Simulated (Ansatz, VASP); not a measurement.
# One calculation of Bi, two programs

```
Bi
1.0
     3.28509    0.00000    0.00000
     0.00000    3.28509    0.00000
     0.00000    0.00000    3.26993
Bi
1
Direct
  0.00000 0.00000 0.50000
```

Alike in both runs: functional PBE; k mesh 6 × 6 × 6; occupations gaussian, width 0.1 eV; no spin polarisation.

Ansatz relaxed the structure, and its values are those at the end. VASP's run is a single point on that final structure, the one shown.

```csv
,VASP,Ansatz
version,VASP 6.6.1,Ansatz 0.2.0
potentials or method,"VASP PAW PBE potentials, release 64 (Bi_d)","scalar-relativistic, plane waves, PAW"
plane-wave cutoff (eV),520,420
valence electrons in the cell,15,15
```

|  | VASP | Ansatz | Ansatz less VASP |
| --- | --- | --- | --- |
| gap on the k mesh at the Fermi level (eV) | none | none | - |
| pressure (GPa) | 0.0 | 0.0 | +0.01 |

A gap of «none» marks a metal or a gap that the smearing closes.

Caveats: spin-orbit coupling is left out, which moves the levels of the heavy elements.
